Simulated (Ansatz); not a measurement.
SiC (Moissanite 3C):

```xyz
2
Lattice="0.0000 2.1790 2.1790 2.1790 0.0000 2.1790 2.1790 2.1790 0.0000" Properties=species:S:1:pos:R:3 pbc="T T T"
Si    0.0000    0.0000    0.0000
C     3.2685    3.2685    3.2685
```

- Program: Ansatz 0.2.0
- Task: single point
- Functional: PBE
- Potentials or basis: all-electron LAPW, scalar-relativistic
- Cutoff: 349 eV (chosen from the basis error)
- Basis error allowed: 0.001 eV/atom
- k mesh: 10 × 10 × 10
- Occupations: fermi-dirac, width 0.05 eV
- Spin: no spin polarisation

On this cell: pressure 3.3 GPa; largest force zero by symmetry; band gap on the k mesh 1.36 eV, indirect (least direct gap 4.55 eV).

The same run follows on a disturbed copy (atoms moved at random, drawn with an rms of 0.05 Å):

```xyz
2
Lattice="0.0000 2.1790 2.1790 2.1790 0.0000 2.1790 2.1790 2.1790 0.0000" Properties=species:S:1:pos:R:3 pbc="T T T"
Si   -0.0594    0.0440   -0.0032
C     3.2400    3.3229    3.3296
```

Task: What does the disturbed cell give?

Result: The energy moves by +25.6 meV/atom; pressure 3.9 GPa; largest force 1.451 eV/Å; band gap on the k mesh 1.04 eV, indirect (least direct gap 4.38 eV).

Forces on the atoms (eV/Å):
```
Si   0.646  0.340  1.254
C   -0.646 -0.340 -1.254
```

Stress tensor (GPa, compression positive):
```
4.06 4.29 1.28
4.29 4.22 2.23
1.28 2.23 3.47
```

A k mesh can miss the band edges.
